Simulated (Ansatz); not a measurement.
GaP: the change of smallest direct gap on path with volume per atom

Periodic Kohn-Sham DFT of a crystal at fixed atoms; Kohn-Sham levels at symmetry points; band -1 is the highest filled and +1 the lowest empty one at that point, spin up along a +z start moment. The results are calculated, by Ansatz 0.2.0.

Cell of the first row (space group F-43m, No. 216):
```
CELL_PARAMETERS angstrom
0.00000 2.66960 2.66960
2.66960 0.00000 2.66960
2.66960 2.66960 0.00000
ATOMIC_POSITIONS crystal
Ga 0.00000 0.00000 0.00000
P 0.75000 0.75000 0.75000
```

Settings of every row: method all-electron LAPW; functional LDA; relativity scalar; k mesh 10x10x10; filling fermi-dirac; smearing width 0.05 eV; basis error target 0.5 meV/atom; nucleus gaussian.

Atom start moment: 0 on all atoms.

Limits: semilocal functionals tend to give too small a gap.

| row | volume per atom (Å³) | smallest direct gap on path (eV) | band gap (eV) |
| --- | --- | --- | --- |
| 1 | 19.026 | 2.123 | 1.348 |
| 2 | 19.431 | 1.946 | 1.386 |
| 3 | 19.836 | 1.773 | 1.421 |
| 4 | 20.038 | 1.689 | 1.438 |
| 5 | 20.24 | 1.606 | 1.44 |
| 6 | 20.443 | 1.524 | 1.469 |
| 7 | 20.645 | ? | ? |
| 8 | 21.05 | 1.286 | 1.286 |
| 9 | 21.455 | 1.133 | 1.133 |

Question: what smallest direct gap on path should row 7 give?

Worked fit of smallest direct gap on path. Take t = volume per atom − 20, in Å³. The shown rows have t = -0.974, -0.569, -0.164, 0.038, 0.24, 0.443, 1.05, 1.455. Least squares give smallest direct gap on path = 1.7048 − 0.41482 × t + 0.01506 × t² eV; a straight line predicts inner rows, each left out in turn, worse (root mean square 0.0074 against 0.00024 eV). All shown rows lie on it to the printed digit. The withheld row has t = 0.645, so the fit gives 1.7048 − 0.41482 × (0.645) + 0.01506 × (0.645)² = 1.444 eV.

The calculation gave 1.444 eV. The fit meets it to the printed digit.

The other values of row 7: band gap 1.438 eV.
